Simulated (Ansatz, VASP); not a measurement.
**Fe in VASP and in Ansatz**

```xyz
2
Lattice="0.0000 1.8195 1.8195 1.8195 0.0000 1.8195 3.6390 3.6390 0.0000" Properties=species:S:1:pos:R:3 pbc="T T T"
Fe    0.0000    0.0000    0.0000
Fe    1.8195    1.8195    0.0000
```

Change from the starting cell: moments +- scaled by 0.4, plain SCF.

Alike in both runs: task single point; functional PBE; k mesh 12 × 12 × 6; occupations fermi-dirac, width 0.05 eV; collinear spin.

```csv
,VASP,Ansatz
version,VASP 6.6.1,Ansatz 0.2.0
potentials or method,"VASP PAW PBE potentials, release 64 (Fe)","PAW, plane waves, scalar-relativistic"
plane-wave cutoff (eV),520,420
valence electrons in the cell,16,32
```

Ansatz gave:

- pressure (GPa): -14.2
- largest component of the traceless stress (GPa): 2.78
- net moment per atom (μB): 0.00
- size of the moment on the site where the two differ most (μB): 2.01

Question: Which values does VASP return?

Answer: Pressure (GPa): -13.9; largest component of the traceless stress (GPa): 2.82; net moment per atom (μB): 0.00; size of the moment on the site where the two differ most (μB): 2.03.

Site moments also hang on the region over which each program counts them. With one functional, cell and mesh, what is left measures potentials, basis and numerics. The two sets of potentials don't hold the same shells in valence.
